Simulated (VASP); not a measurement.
# Ga (Cmce) in VASP: relaxation of cell and atoms with PBE

Aim: the relaxation of cell and atoms of Ga with PBE.

Program: VASP 6.6.1. These are calculated values, not measurements. Logs are shortened: lines on timing, memory, paths and dates and some standing lists are left out, and cuts for length are marked.

### Step 1. The structure

It takes space group Cmce (No. 64, orthorhombic). The conventional cell has a = 4.523 Å, b = 7.661 Å, c = 4.524 Å, α = 90.00°, β = 90.00°, γ = 90.00°. Around Ga (site symmetry m) lie 7 Ga at 2.48 to 2.79 Å.

### Step 2. Relaxation of cell and atoms, PBE

INCAR

```
PREC     = Accurate       # precision mode
ENCUT    = 600            # plane-wave cutoff, eV
EDIFF    = 1E-7           # SCF threshold, eV
ISMEAR   = 1              # smearing method
SIGMA    = 0.1            # smearing width, eV
LREAL    = F              # projectors in reciprocal space
LASPH    = T              # aspherical terms in the spheres
NELM     = 80             # most SCF steps
ALGO     = Normal         # electronic algorithm
ISIF     = 3              # what is computed and relaxed
LWAVE    = F              # write WAVECAR
LCHARG   = F              # write CHGCAR
GGA      = PE             # functional
IBRION   = 2              # ionic algorithm
NSW      = 60             # ionic steps
EDIFFG   = -0.02          # ionic threshold
```

KPOINTS

```
Automatic mesh
0
Gamma
  8 8 8
```

POSCAR

```
Ga
1.0
    2.2615000000     -3.8305000000      0.0000000000
    2.2615000000      3.8305000000      0.0000000000
    0.0000000000      0.0000000000      4.5240000000
Ga
4
Direct
    0.8451000000      0.1549000000      0.0810000000
    0.6549000000      0.3451000000      0.5810000000
    0.1549000000      0.8451000000      0.9190000000
    0.3451000000      0.6549000000      0.4190000000
```

Potentials or basis: VASP PAW PBE potentials, release 64 (Ga_d).

The run is started by

```
cat potpaw_PBE.64/Ga_d/POTCAR > POTCAR
mpirun -np 1 vasp_std > vasp.out
```

OUTCAR:

```text
PREC = Accurate
   ENCUT = 600
   EDIFF = 1E-7
   ISMEAR = 1
   LREAL = F
   LASPH = T
   NELM = 80
   ISIF = 3
   GGA = PE
   IBRION = 2
   NSW = 60
   EDIFFG = -0.02

 ion  position               nearest neighbor table
   1  0.845  0.155  0.081-   3 2.48   2 2.69   2 2.69   4 2.73   4 2.73   3 2.79   3 2.79
   2  0.655  0.345  0.581-   4 2.48   1 2.69   1 2.69   3 2.73   3 2.73   4 2.79   4 2.79
   3  0.155  0.845  0.919-   1 2.48   4 2.69   4 2.69   2 2.73   2 2.73   1 2.79   1 2.79
   4  0.345  0.655  0.419-   2 2.48   3 2.69   3 2.69   1 2.73   1 2.73   2 2.79   2 2.79

  LATTYP: Found a base centered orthorhombic cell.
 ALAT       =     4.5230000000
 B/A-ratio  =     1.6937873093
 C/A-ratio  =     1.0002210922

  Lattice vectors:

 A1 = (   2.2615000000,  -3.8305000000,   0.0000000000)
 A2 = (   2.2615000000,   3.8305000000,   0.0000000000)
 A3 = (   0.0000000000,   0.0000000000,   4.5240000000)

Analysis of symmetry for initial positions (statically):
=====================================================================
 Subroutine PRICEL returns:
 Original cell was already a primitive cell.

 Routine SETGRP: Setting up the symmetry group for a
 base centered orthorhombic supercell.

 Subroutine GETGRP returns: Found  8 space group operations
 (whereof  4 operations were pure point group operations)
 out of a pool of  8 trial point group operations.

The static configuration has the point symmetry C_2h.
 The point group associated with its full space group is D_2h.

Analysis of symmetry for dynamics (positions and initial velocities):
=====================================================================
 Subroutine PRICEL returns:
 Original cell was already a primitive cell.

 Routine SETGRP: Setting up the symmetry group for a
 base centered orthorhombic supercell.

 Subroutine GETGRP returns: Found  8 space group operations
 (whereof  4 operations were pure point group operations)
 out of a pool of  8 trial point group operations.

The dynamic configuration has the point symmetry C_2h.
 The point group associated with its full space group is D_2h.

 Subroutine INISYM returns: Found  8 space group operations
 (whereof  4 operations are pure point group operations),
 and found     1 'primitive' translations

----------------------------------------------------------------------------------------

                                     Primitive cell

  volume of cell :      78.3799

  direct lattice vectors                    reciprocal lattice vectors
     2.261500000 -3.830500000  0.000000000     0.221092195 -0.130531262  0.000000000
     2.261500000  3.830500000  0.000000000     0.221092195  0.130531262  0.000000000
     0.000000000  0.000000000  4.524000000     0.000000000  0.000000000  0.221043324

  length of vectors
     4.448270731  4.448270731  4.524000000     0.256749234  0.256749234  0.221043324

  position of ions in fractional coordinates (direct lattice)
     0.845100000  0.154900000  0.081000000
     0.654900000  0.345100000  0.581000000
     0.154900000  0.845100000  0.919000000
     0.345100000  0.654900000  0.419000000

  ion indices of the primitive-cell ions
   primitive index   ion index
                 1           1
                 2           2
                 3           3
                 4           4

----------------------------------------------------------------------------------------

 KPOINTS: Automatic mesh

Automatic generation of k-mesh.
 Grid dimensions read from file:
 generate k-points for:    8    8    8

 Generating k-lattice:

  Cartesian coordinates                     Fractional coordinates (reciprocal lattice)
     0.027636524 -0.016316408  0.000000000     0.125000000  0.000000000  0.000000000
     0.027636524  0.016316408  0.000000000     0.000000000  0.125000000  0.000000000
     0.000000000  0.000000000  0.027630416     0.000000000  0.000000000  0.125000000

  Length of vectors
     0.032093654  0.032093654  0.027630416

  Shift w.r.t. Gamma in fractional coordinates (k-lattice)
     0.000000000  0.000000000  0.000000000

 Subroutine IBZKPT returns following result:
 ===========================================

 Found    105 irreducible k-points:

 Following reciprocal coordinates:
            Coordinates               Weight
  0.000000  0.000000  0.000000      1.000000
  0.125000  0.000000  0.000000      4.000000
  0.250000  0.000000  0.000000      4.000000
  0.375000 -0.000000  0.000000      4.000000
  0.500000  0.000000  0.000000      2.000000
  0.125000  0.125000  0.000000      2.000000
[... 16 lines left out ...]
  0.125000  0.000000  0.125000      8.000000
  0.250000  0.000000  0.125000      8.000000
 [... further k-points ...]
   k-points           NKPTS =    105   k-points in BZ     NKDIM =    105   number of bands    NBANDS=     31
   number of dos      NEDOS =    301   number of ions     NIONS =      4
   total plane-waves  NPLWV =  46656
   dimension x,y,z NGX =    36 NGY =   36 NGZ =   36
   dimension x,y,z NGXF=    72 NGYF=   72 NGZF=   72
   ions per type =               4
   NGX,Y,Z   is equivalent  to a cutoff of  13.45, 13.45, 13.23 a.u.
   NGXF,Y,Z  is equivalent  to a cutoff of  26.91, 26.91, 26.46 a.u.
 SYSTEM =  unknown system
   PREC   = accura    normal or accurate (medium, high low for compatibility)
   ISTART =      0    job   : 0-new  1-cont  2-samecut
   ICHARG =      2    charge: 1-file 2-atom 10-const
   ISPIN  =      1    spin polarized calculation?
   LNONCOLLINEAR =      F non collinear calculations
   LSORBIT =      F    spin-orbit coupling
   LASPH  =      T    aspherical Exc in radial PAW
   ENCUT  =  600.0 eV  44.10 Ry    6.64 a.u.   8.88  8.88  9.04*2*pi/ulx,y,z
   NELM   =     80;   NELMIN=  2; NELMDL= -5     # of ELM steps
   EDIFF  = 0.1E-06   stopping-criterion for ELM
   LREAL  =      F    real-space projection
   EDIFFG = -.2E-01   stopping-criterion for IOM
   NSW    =     60    number of steps for IOM
   IBRION =      2    ionic relax: 0-MD 1-quasi-New 2-CG
   NFREE  =      1    steps in history (QN), initial steepest desc. (CG)
   ISIF   =      3    stress and relaxation
   ISYM   =      2    0-nonsym 1-usesym 2-fastsym
   POTIM  = 0.5000    time-step for ionic-motion
   TEBEG  =    0.0;   TEEND  =   0.0 temperature during run
   PSTRESS=    0.0 pullay stress
   NELECT =      52.0000    total number of electrons
   NUPDOWN=      -1.0000    fix difference up-down
   EMIN   =  10.00;   EMAX   =-10.00  energy-range for DOS
   EFERMI =   0.00;   METHOD = LEGACY
   ISMEAR =     1;   SIGMA  =   0.10  broadening in eV -4-tet -1-fermi 0-gaus
   EFERMI_NEDOS =   21; number of points for ismear=-14 and -15
   IALGO  =     38    algorithm
   IMIX   =      4    mixing-type and parameters
     AMIX     =   0.40;   BMIX     =  1.00
     AMIX_MAG =   1.60;   BMIX_MAG =  1.00
  volume/ion in A,a.u.               =      19.59       132.23
  Fermi-wavevector in a.u.,A,eV,Ry     =   1.427823  2.698194 27.737908  2.038679
  Thomas-Fermi vector in A             =   2.547951
   LORBIT       =      0    0 simple, 1 ext, 2 COOP (PROOUT), +10 PAW based schemes
   GGA     = PE    functional components
   LHFCALC =     F    Hartree Fock is set to
   AEXX    =    0.0000 exact exchange contribution
   IVDW    =     0    specifies the selected vdW correction
   LEPSILON=     F    determine dielectric tensor
   LRPA    =     F    only Hartree local field effects (RPA)
 conjugate gradient relaxation of ions
 non-spin polarized calculation
 Methfessel and Paxton  Order N= 1 SIGMA  =   0.10
  energy-cutoff  :      600.00
  volume of cell :       78.38
 maximum number of plane-waves:      2648
   NGX = 17   NGY = 17   NGZ = 19

--------------------------------------- Ionic step        1  -------------------------------------------

 number of electron      52.0000010 magnetization

 Free energy of the ion-electron system (eV)
  ---------------------------------------------------
  ext. energy  EPLUGINS =         0.00000000
  ---------------------------------------------------
  free energy    TOTEN  =       -11.60015562 eV

  energy without entropy =      -11.60039352  energy(sigma->0) =      -11.60023492

------------------------ aborting loop because EDIFF is reached ----------------------------------------

  FORCE on cell =-STRESS in cart. coord.  units (eV):
  Direction    XX          YY          ZZ          XY          YZ          ZX
  --------------------------------------------------------------------------------------
  -------------------------------------------------------------------------------------
  Total        0.8816291      1.1587546      0.8916125      0.0000000     -0.0000000      0.0000000
  in kB       18.0215383     23.6863101     18.2256103      0.0000000     -0.0000000      0.0000000
  external PRESSURE =      19.9778195 kB  Pullay stress =       0.0000000 kB

 VOLUME and BASIS-vectors are now :
 -----------------------------------------------------------------------------
  energy-cutoff  :      600.00
  volume of cell :       78.38
      direct lattice vectors                 reciprocal lattice vectors
     2.261500000 -3.830500000  0.000000000     0.221092195 -0.130531262  0.000000000
     2.261500000  3.830500000  0.000000000     0.221092195  0.130531262  0.000000000
     0.000000000  0.000000000  4.524000000     0.000000000  0.000000000  0.221043324
[... 153 lines left out ...]
 POSITION                                       TOTAL-FORCE (eV/Angst)
 -----------------------------------------------------------------------------------
      2.29171     -2.66664      0.37449         0.000000      0.020776      0.013379
      2.29171     -1.20621      2.66677         0.000000     -0.020776      0.013379
      2.29171      2.66664      4.21005         0.000000     -0.020776     -0.013379
      2.29171      1.20621      1.91778         0.000000      0.020776     -0.013379
 -----------------------------------------------------------------------------------
    total drift:                               -0.000000     -0.000000     -0.000000

  FREE ENERGIE OF THE ION-ELECTRON SYSTEM (eV)
  ---------------------------------------------------
  free  energy   TOTEN  =       -11.6197023418 eV

  energy  without entropy=      -11.6201057624  energy(sigma->0) =      -11.61983682

--------------------------------------- Ionic step        6  -------------------------------------------

 number of electron      52.0000008 magnetization

 Free energy of the ion-electron system (eV)
  ---------------------------------------------------
  ext. energy  EPLUGINS =         0.00000000
  ---------------------------------------------------
  free energy    TOTEN  =       -11.61980004 eV

  energy without entropy =      -11.62017316  energy(sigma->0) =      -11.61992441

 E-fermi :   4.6699     XC(G=0): -10.4595

 val. band max:        4.6632284378   @ k =  -0.3750   0.3750   0.3750
 cond. band min:       4.7294129169   @ k =   0.5000   0.3750   0.1250
 fundamental gap:      0.0661844791
 Fermi energy:         4.6699306281

 k-point     1 :       0.0000    0.0000    0.0000
  band No.  band energies     occupation
      1     -10.3975      2.00000
      2     -10.3908      2.00000
      3     -10.3646      2.00000
      4     -10.3488      2.00000
      5     -10.3273      2.00000
      6     -10.3065      2.00000
[... 805 lines left out ...]
     30       8.5637      0.00000
     31       9.0374      0.00000

 [... further k-points ...]
[... 5 lines left out ...]
  --------------------------------------------------------------------------------------
  -------------------------------------------------------------------------------------
  Total       -0.0113995      0.0113522     -0.0175581      0.0000000      0.0000000      0.0000000
  in kB       -0.2242579      0.2233274     -0.3454143      0.0000000      0.0000000      0.0000000
  external PRESSURE =      -0.1154483 kB  Pullay stress =       0.0000000 kB

 VOLUME and BASIS-vectors are now :
 -----------------------------------------------------------------------------
  energy-cutoff  :      600.00
  volume of cell :       81.44
      direct lattice vectors                 reciprocal lattice vectors
     2.292748547 -3.873120364 -0.000000000     0.218078865 -0.129094878 -0.000000000
     2.292748547  3.873120364  0.000000000     0.218078865  0.129094878  0.000000000
     0.000000000 -0.000000000  4.585641130     0.000000000 -0.000000000  0.218072015

 POSITION                                       TOTAL-FORCE (eV/Angst)
 -----------------------------------------------------------------------------------
      2.29275     -2.66513      0.37568         0.000000     -0.002015      0.007464
      2.29275     -1.20799      2.66850         0.000000      0.002015      0.007464
      2.29275      2.66513      4.20996         0.000000      0.002015     -0.007464
      2.29275      1.20799      1.91714         0.000000     -0.002015     -0.007464
 -----------------------------------------------------------------------------------
    total drift:                                0.000000     -0.000000      0.000000

  FREE ENERGIE OF THE ION-ELECTRON SYSTEM (eV)
  ---------------------------------------------------
  free  energy   TOTEN  =       -11.6198000419 eV

  energy  without entropy=      -11.6201731590  energy(sigma->0) =      -11.61992441

 reached required accuracy - stopping structural energy minimisation
```

Run time: 13 min. Hardware: 1 thread of Intel Xeon Platinum 8259CL at 2.50GHz (Skylake/Cascade Lake), shared host; peak memory 0.36 GiB.

What came out:

```
Free energy                            : -11.6198 eV
Relaxed volume                         : 20.36 Å³/atom
Relaxed cell                           : a = 4.501 Å, b = 4.501 Å, c = 4.586 Å, α = 90.00°, β = 90.00°, γ = 118.75°
Space group after relaxing (to 0.05 Å) : Cmce (No. 64)
Energy gained by relaxing              : 4.9 meV/atom
Ionic steps                            : 6
Pressure after relaxing                : 0.0 GPa
Largest force after relaxing           : 0.008 eV/Å
Band gap on the k mesh                 : none (metal or under the smearing width)
```

Forces on the atoms (eV/Å):
```
Ga   0.000 -0.002  0.007
Ga   0.000  0.002  0.007
Ga   0.000  0.002 -0.007
Ga   0.000 -0.002 -0.007
```

Step by step:
```tsv
step	energy change (eV)	largest force (eV/Å)	pressure (GPa)	volume (Å³)
1	0.0000	0.1016	2.00	78.38
2	-0.0191	0.0212	0.07	81.18
3	-0.0191	0.0188	0.05	81.29
4	-0.0194	0.0214	0.04	81.33
5	-0.0195	0.0247	0.02	81.38
6	-0.0196	0.0077	-0.01	81.44
```

Final structure:
```
Ga
1.0
     2.29275   -3.87312    0.00000
     2.29275    3.87312    0.00000
     0.00000    0.00000    4.58564
Ga
4
Cartesian
  2.2927 -2.6651 0.3757
  2.2927 -1.2080 2.6685
  2.2927 2.6651 4.2100
  2.2927 1.2080 1.9171
```

Levels at points of the mesh, in eV from the Fermi level:
```csv
k point,band 23,band 24,band 25,band 26,band 27,band 28,band 29,band 30
"(0.00, 0.00, 0.00)",-3.60,-1.86,-1.61,-0.63,0.92,0.94,1.14,4.86
"(0.50, 0.00, 0.00)",-3.39,-3.39,-1.24,-1.24,0.75,0.75,3.99,3.99
"(0.50, 0.50, 0.00)",-4.19,-3.10,-1.75,-1.42,1.13,1.29,3.15,3.71
"(0.00, 0.00, 0.50)",-0.35,-0.35,0.06,0.06,0.10,0.10,2.06,2.06
"(0.50, 0.00, 0.50)",-6.06,-6.06,-1.41,-1.41,0.54,0.54,6.92,6.92
"(0.50, 0.50, 0.50)",-5.21,-5.21,-1.16,-1.16,-0.92,-0.92,6.45,6.45
```

PBE usually gives volumes a little too large and moduli too small. Zero-point motion and thermal expansion aren't in these numbers.
